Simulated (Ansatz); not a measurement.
**Cadmium, bcc under PBE: ground state and equation of state**

Aim: take cadmium in the bcc structure, relax it, solve it on a dense k-mesh, switch on spin-orbit coupling, then scale the cell to 7 volumes from 88 to 112 % of the relaxed one and try a fit of the equation of state. The k-meshes are 13×13×13 for the relaxation; 20×20×20 for the dense run; 12×12×12 for spin-orbit coupling; 14×14×14 for the volumes.

This is Cd in the bcc structure; at room conditions it is hcp.

Computed with Ansatz 0.2.0 (DFT PBE, plane waves (420 eV) with PAW, scalar-relativistic, unless a step says otherwise).

### 1 The system as given

The structure is cubic, space group Im-3m (No. 229). Conventional cell: a = 3.508 Å, b = 3.508 Å, c = 3.508 Å, α = 90.00°, β = 90.00°, γ = 90.00°. Cd (site symmetry m-3m) is surrounded by 8 Cd at 3.04 Å.

Structure file:

```
Cd
1.0
    -1.75401    1.75401    1.75401
     1.75401   -1.75401    1.75401
     1.75401    1.75401   -1.75401
Cd
1
Direct
  0.00000 0.00000 0.00000
```

### 2 Geometry optimisation

input.yaml

```yaml
crystal:
  lattice:
    - [-1.7540139848, 1.7540139848, 1.7540139848]
    - [1.7540139848, -1.7540139848, 1.7540139848]
    - [1.7540139848, 1.7540139848, -1.7540139848]
  atoms:
    - { symbol: Cd, position: [0.0, 0.0, 0.0] }
hamiltonian:
  xc: pbe
  pseudopotentials:
    kind: paw
    azcp:
      Cd: "pseudopotentials/Cd.paw.azcp"
basis:
  ecutwfc: 420
  fft_grid_basis: typed
kpoints:
  mp_grid: { grid: [13, 13, 13], shift: [0, 0, 0] }
magnetization:
  spin_polarized: false
scf:
  occupations: { method: fermi_dirac, width: 0.1 }
relax:
  max_steps: 60
  f_tol: 0.01
  cell: {}
```

The runs that follow: Single point on a dense mesh; Spin-orbit coupling switched on; Volume × 0.88; Volume × 0.92; Volume × 0.96; Volume × 1.0; Volume × 1.04; Volume × 1.08; Volume × 1.12.

**Question.** What will these runs give? Wanted: space group; conventional cell; volume; shortest distance; gap on the mesh; relative to hcp; V₀, B₀, B₀′.

The runs gave:

```
                      quantity                         value
space group (spins left aside)               Im-3m (No. 229)
             conventional cell                   a = 3.602 Å
                        volume                23.359 Å³/atom
             shortest distance                       3.119 Å
               gap on the mesh  none (levels filled in part)
               relative to hcp                  +56 meV/atom
                   V₀, B₀, B₀′   23.420 Å³/atom, 35 GPa, 6.5
```

**Reading.** The relaxation enlarged the cell by 8.2 % in volume. Against the reference form of cadmium (hcp, computed apart with the same settings) it stands 56 meV/atom higher. Levels at the Fermi energy are filled in part, as in a metal. The total energy of the spin-orbit run lies -2.7 eV/atom from the scalar one, but the two kinds of run don't share a zero of energy: only differences within one kind count. B₀ comes out at 35 GPa. The symmetry was held, so the structure may be unstable against distortions that break it.
